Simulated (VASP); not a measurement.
Runs of VASP 6.6.1 on CsSnBr3. It takes space group Pm-3m (No. 221, cubic). Conventional cell: a = 5.839 Å, b = 5.839 Å, c = 5.839 Å, α = 90.00°, β = 90.00°, γ = 90.00°. Cs (site symmetry m-3m) is surrounded by 12 Br at 4.13 Å. Sn (site symmetry m-3m) is surrounded by 6 Br at 2.92 Å. Around Br (site symmetry 4/mmm) lie 2 Sn at 2.92 Å. The cell is a database's computed one.

| task | level | cell | k mesh | cutoff (eV) | grid for exact exchange (PRECFOCK) | exchange at q = 0 | screening parameter | share of exact exchange | gap on the mesh (eV) | pressure (GPa) |
| --- | --- | --- | --- | --- | --- | --- | --- | --- | --- | --- |
| relaxation of cell and atoms | PBEsol | relaxed | 6 × 6 × 6 | 600 | - | - | - | - | 0.22 | 0.0 |
| band structure | PBE0 | Pm-3m, 38.4 Å³/atom | 4 × 4 × 4 | 520 | Fast | truncated | - | - | 1.33 | 1.2 |
| band structure | HSE06 | Pm-3m, 38.4 Å³/atom | 4 × 4 × 4 | 520 | Fast | - | 0.2 1/A | - | (a) | 1.2 |
| band structure | PBE-EpsX | Pm-3m, 38.4 Å³/atom | 4 × 4 × 4 | 520 | Fast | truncated | - | 0.0332 | 0.43 | (b) |

Alike in all rows: potentials or basis VASP PAW PBE potentials, release 64 (Cs_sv, Sn_d, Br); no spin polarisation; smearing gaussian 0.03 eV.

**Question.** Fill in the values left out.

**Answer.** (a) 0.73; (b) 1.6.

Caveats: the PAW data sets were made with another functional, which shifts forces and pressure a little; spin-orbit coupling is left out, which moves the levels of the heavy elements.

A k mesh can miss the band edges, and the runs leave out spin-orbit coupling on Br, Cs, Sn.

Runs at the PBE level aren't shown here.
